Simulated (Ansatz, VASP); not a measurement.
**HgTe in VASP and in Ansatz**

```
Hg Te
1.0
     0.00000    3.07712    3.07712
     3.07712    0.00000    3.07712
     3.07712    3.07712    0.00000
Hg Te
1 1
Direct
  0.00000 0.00000 0.00000
  0.50000 0.50000 0.50000
```

Measurements of this composition are mostly on another form, of space group No. 216.

Alike in both runs: task single point; functional PBEsol; k mesh 14 × 14 × 14; occupations gaussian, width 0.15 eV; no spin polarisation.

|  | VASP | Ansatz |
| --- | --- | --- |
| version | VASP 6.6.1 | Ansatz 0.2.0 |
| potentials or method | VASP PAW PBE potentials, release 64 (Hg, Te) | scalar-relativistic, plane waves, PAW |
| plane-wave cutoff (eV) | 520 | 420 |
| valence electrons in the cell | 18 | 36 |

|  | VASP | Ansatz | Ansatz less VASP |
| --- | --- | --- | --- |
| gap on the k mesh at the Fermi level (eV) | none | none | - |
| pressure (GPa) | -3.4 | -3.6 | -0.14 |

A gap of «none» marks a metal or a gap that the smearing closes. The two sets of potentials don't hold the same shells in valence.

Caveats: the PAW data sets were made with another functional, which shifts forces and pressure a little (VASP). Spin-orbit coupling is left out, which matters for the levels of Hg, Te.
